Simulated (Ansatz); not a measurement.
Relax this structure to zero stress and force, keeping its symmetry:

```
Au
1.0
     0.00000    2.03500    2.03500
     2.03500    0.00000    2.03500
     2.03500    2.03500    0.00000
Au
1
Direct
  0.00000 0.00000 0.00000
```

Computed with DFT PBEsol, scalar-relativistic, plane waves, PAW in Ansatz.

Settings: cutoff 420 eV, Γ-centred mesh 18×18×18 on the computed 1-atom cell, Gaussian smearing of 0.10 eV; no spin polarisation.

What does it relax to?

The volume rises by 0.17 Å³/atom to 17.03 Å³/atom, and the energy falls by 1.0 meV/atom. Final structure:
```
CELL_PARAMETERS angstrom
0.00000 2.04186 2.04186
2.04186 0.00000 2.04186
2.04186 2.04186 0.00000
ATOMIC_POSITIONS crystal
Au 0.00000 0.00000 0.00000
```

Course of the relaxation (steps run on the plane waves of an earlier cell, and the basis is chosen afresh near the end, so energy and pressure can step there; trial steps that raised the energy were taken back; energies are free energies):

```
step E − E_final (meV/atom) P (GPa) V (Å³/atom)
   1                     1.0     1.82        16.85
   2                     3.2    -3.05        17.34
   3                     0.1    -0.08        17.03
   4                     0.1     0.00        17.03
   5                     0.0     0.00        17.03
```

Spin–orbit coupling is left out, which can shift energies with elements as heavy as these.